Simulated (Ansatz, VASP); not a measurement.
# CdS in VASP and in Ansatz

The input INCAR:

```
SYSTEM = CdS
ALGO = Normal
EDIFF = 1E-6
ENCUT = 520
GGA = PE
ISIF = 2
ISMEAR = -1
LASPH = .True.
LCHARG = .False.
LREAL = .False.
LWAVE = .False.
NBANDS = 16
NELM = 80
PREC = Accurate
SIGMA = 0.02
```

KPOINTS

```
k-points
0
Gamma
  7 7 7
  0 0 0
```

Contents of POSCAR:

```
CdS
1.0
   -0.0882886040      2.8988091629      2.8988091629
    2.8988091629     -0.0882886040      2.8988091629
    2.8988091629      2.8988091629     -0.0882886040
Cd S
1 1
Direct
    0.0000000000      0.0000000000      0.0000000000
    0.7500000000      0.7500000000      0.7500000000
```

Input for Ansatz:

```yaml
crystal:
  lattice:
    - [-0.088288604, 2.8988091629, 2.8988091629]
    - [2.8988091629, -0.088288604, 2.8988091629]
    - [2.8988091629, 2.8988091629, -0.088288604]
  atoms:
    - { symbol: Cd, position: [0.0, 0.0, 0.0] }
    - { symbol: S, position: [0.75, 0.75, 0.75] }
kpoints:
  mp_grid: { grid: [7, 7, 7] }
  band_path:
    path:
      - [0.0, 0.0, 0.0]
      - [0.5, 0.5, 0.5]
      - [0.2579113083, 0.5, 0.7420886917]
      - [-0.2579113083, 0.2579113083, 0.5]
      - [0.0, 0.0, 0.5]
      - [0.0, 0.0, 0.0]
      - [-0.3789556542, 0.0, 0.3789556542]
      - [0.0, 0.3789556542, 0.6210443458]
      - [0.0, 0.5, 0.5]
    npoints: 5
scf:
  occupations: { method: fermi_dirac, width: 0.02 }
hamiltonian:
  xc: pbe
  pseudopotentials: { kind: all_electron, lapw: { basis_error: 0.0005 } }
output:
  forces: true
  stress: true
  eigenvalues: true
```

Change from the starting cell: equal xy, yz and zx shear strains of -3 %.

Alike in both runs: task single point; functional PBE; k mesh 7 × 7 × 7; occupations fermi-dirac, width 0.02 eV; no spin polarisation.

```csv
,VASP,Ansatz
version,VASP 6.6.1,Ansatz 0.2.0
potentials or method,"VASP PAW PBE potentials, release 64 (Cd, S)","all-electron LAPW, scalar-relativistic"
plane-wave cutoff (eV),520,see its input
```

Ansatz gave:

| Property | Result |
| --- | --- |
| gap on the k mesh at the Fermi level (eV) | 1.02 |
| pressure (GPa) | 1.4 |
| largest component of the traceless stress (GPa) | 1.61 |
| rms of the force components (eV/Å) | 0.214 |

Estimate VASP's values.

gap on the k mesh at the Fermi level (eV): 1.02; pressure (GPa): 1.7; largest component of the traceless stress (GPa): 1.64; rms of the force components (eV/Å): 0.222.

Atom by atom the forces differ by 0.007 eV/Å (rms over components). Ansatz ran all-electron here, so the differences hold the error of VASP's frozen core and of both bases.
